# Squeezing cubic boron nitride: two gaps, two answers

## The question

Cubic boron nitride is an insulator in which each atom has four neighbours of the other kind. Its band gap is the energy from the highest filled state to the lowest empty one. Its least direct gap is the smallest such step between states of the same wavevector, the kind that light can drive without help from lattice vibrations. How large are these two gaps when the crystal is compressed beyond the cells for which we know them?

Kohn–Sham gaps of cubic BN (space group F-43m) at several fixed volumes, computed with Ansatz 0.2.0 using PBE, scalar-relativistic PAW and plane waves up to 420 eV, without spin polarization. Both gaps are the smallest found on a 12×12×12 k mesh, with Gaussian smearing of 0.02 eV.

| volume (Å³/atom) | shortest distance (Å) | band gap (eV) | least direct gap (eV) |
| --- | --- | --- | --- |
| 5.239 | 1.504 | ? | ? |
| 5.417 | 1.521 | ? | ? |
| 5.541 | 1.533 | ? | ? |
| 5.596 | 1.537 | 4.527 | 9.088 |
| 5.676 | 1.545 | 4.511 | 9.019 |
| 5.953 | 1.570 | 4.463 | 8.792 |
| 6.131 | 1.585 | 4.430 | 8.651 |
| 6.189 | 1.590 | 4.419 | 8.606 |
| 6.505 | 1.617 | 4.359 | 8.369 |
| 6.548 | 1.620 | 4.350 | 8.337 |
| 6.587 | 1.623 | 4.343 | 8.309 |
| 6.835 | 1.644 | 4.296 | 8.052 |

The volume is given per atom, and the shortest distance is the B–N bond length. Each known cell is the same crystal, scaled equally in all directions. The cell at 5.953 Å³ per atom is close to zero pressure, while the one at 5.596 Å³ is under about 26 GPa. The smallest cell to be predicted has 12 % less volume than the unstressed one.

## What the known rows show

Both gaps shrink with each step of expansion, but at very different rates. Between 5.596 and 6.587 Å³ the direct gap loses 0.78 eV and the band gap only 0.18 eV, a ratio of about four. A single rule of the form "the gap opens by so much for each per cent of strain" therefore will not do. Each transition needs its own coefficient.

In every known row the band gap runs from the zone centre Γ, where the filled states end, to the zone-edge point X, where the empty ones begin. Since the same two points bound the gap throughout, its known values can be treated as one trend. Both gaps are the smallest found on the k mesh. Γ and X lie on that mesh. For the unstressed cell the band energies were also recorded along a path through the zone, and the step at Γ equals the least direct gap, so this transition starts and ends at Γ. The smooth trend up to 6.587 Å³ suggests that the same holds in the other cells of that range, though a slightly smaller direct gap could still lie between mesh points.

## Why compression opens these gaps

The filled states at the top of the valence band are largely bonding, and the empty states above them largely antibonding. Shorter bonds mean stronger coupling between neighbours, and stronger coupling pushes the two groups apart. A common estimate lets the coupling grow as $d^{-2}$, where $d$ is the bond length. As $d$ varies as the cube root of the volume $V$, this means growth as $V^{-2/3}$.

The estimate can be held against the direct gap. If all of the 8.79 eV at 5.953 Å³ came from coupling, the gap would change by $-\tfrac{2}{3}\times 8.79 \approx -6$ eV per unit of $\ln V$. The known rows give about $-5$ eV. The size is about right, and the response may be weaker because part of the gap comes from the different attraction of B and N for electrons, which a change of bond length alters much less.

The band gap responds less, and the likely reason is the empty state on which it ends. In the usual picture of tetrahedral crystals, the lowest empty state at X keeps much of its charge away from the bonds, so shortening them lifts it only a little more than the valence top. The table shows the weak response; this reason for it is an argument from theory.

## The model

For a small uniform strain, each transition energy $E$ shifts in proportion to the strain:

$$E(V) = E_0 + a\,\ln\frac{V}{V_0}$$

Here $V_0$ is a reference volume, $E_0$ the gap at that volume and $a$ the deformation potential. A negative $a$ means that the gap opens on compression. For small strains a straight line in $V$ would serve as well as one in $\ln V$; the two part company only through their curvature.

I fitted both lines to both gaps by least squares and judged them by leaving out each known row in turn and predicting it from the others. The band gap is better described by the line in $V$, with a typical error of 2 meV in that test. The direct gap is better described by the line in $\ln V$, with a typical error below 1 meV and $a = -4.78$ eV. At 5.953 Å³ the slope of the band gap corresponds to $a = -1.1$ eV.

## The row that breaks the line

The most expanded cell, at 6.835 Å³, was left out of the fits to the direct gap. There the line in $\ln V$ gives 8.13 eV, but the calculation gives 8.05 eV. The difference of 0.08 eV is about two hundred times the typical misfit of the eight fitted rows, so slight curvature is a poor explanation.

The least direct gap is the smallest of many vertical gaps, and the smallest can change hands. Another transition has evidently dropped below the old one between 6.587 and 6.835 Å³. At the first of these volumes it still lay at or above the least gap, and at the second it is the least gap. It must therefore fall on average at least as fast as the table's last step, which is $-7$ eV per unit of $\ln V$. That is steeper than the coupling estimate gives even if the whole gap came from coupling, so the simple picture of bond lengths does not cover every transition.

This matters for the forecast. A transition that falls faster on expansion should rise faster on compression, and so climb out of the way. If some other transition did intrude in the small cells, it could only make the least gap smaller than the line predicts.

## The forecast

Take the direct gap at 5.239 Å³. Starting from the known row at 5.596 Å³, which was part of the fit, the model adds

$$-4.775 \times \ln\frac{5.239}{5.596} = 0.315\ \text{eV}$$

to 9.088 eV, which makes 9.403 eV. The fitted line itself, which need not pass exactly through that row, gives 9.402 eV.

Both gaps should widen steadily in the three unknown cells, the direct gap several times more, and without a kink. The range attached to each value is the distance between the line in $V$ and the line in $\ln V$.

| Volume (Å³/atom) | Band gap (eV) | Least direct gap (eV) |
|---|---|---|
| 5.239 | 4.594 ± 0.012 | 9.402 ± 0.044 |
| 5.417 | 4.561 ± 0.007 | 9.243 ± 0.023 |
| 5.541 | 4.538 ± 0.004 | 9.134 ± 0.012 |

An intruding transition would lower the direct gap, perhaps to below its range.

## The computed values

The withheld rows as computed:

| volume (Å³/atom) | shortest distance (Å) | band gap (eV) | least direct gap (eV) |
| --- | --- | --- | --- |
| 5.239 | 1.504 | 4.592 | 9.406 |
| 5.417 | 1.521 | 4.558 | 9.243 |
| 5.541 | 1.533 | 4.534 | 9.133 |

The direct gap follows the line closely. In the smallest cell the forecast is 4 meV too low, and in the other two it is off by about 1 meV or less. No sign of an intruder appears, and one deformation potential describes this gap from 5.239 to 6.587 Å³. The ranges were far too wide, because they were set by the line in $V$, which the known rows had already shown to be the poorer description.

The band gap widens as forecast too, but all three predictions are slightly high, by 2 to 4 meV. The two smaller cells fall within their ranges. The cell at 5.541 Å³ does not: its miss is 4.1 meV, against a range of 3.8 meV.

That miss is tiny, yet it exposes a fault in the way the range was chosen. An error of extrapolation should grow with distance from the known rows, whereas here the nearest cell has the largest miss. Two lines fitted to the same data draw together near those data, so the distance between them shrinks there. The small irregularities of the computed gaps do not shrink with it. A better range would have added the 2 meV error of the leave-one-out test to the distance between the lines.

## What this means under pressure

Between the unstressed cell and the one at 26 GPa, the band gap rises by 2.5 meV per GPa on average and the direct gap by 11 meV per GPa. A uniform pressure of 1 GPa is thus a very small correction to either gap. The choice of functional matters far more: PBE is known to place the band gaps of insulators well below the measured ones, often by an electronvolt or more. The forecast shows that on the compressed side both computed gaps continue their known trends to within a few meV. It says nothing about the error of the functional.

The open question lies on the stretched side. The transition that takes over there could, like the old one, lie at Γ, but lead to a different, s-like empty state that falls faster on expansion. That is a guess. To settle it, one would follow the lowest vertical transitions through a few volumes between 6.587 and 6.835 Å³, noting the wavevector and orbital character of each.
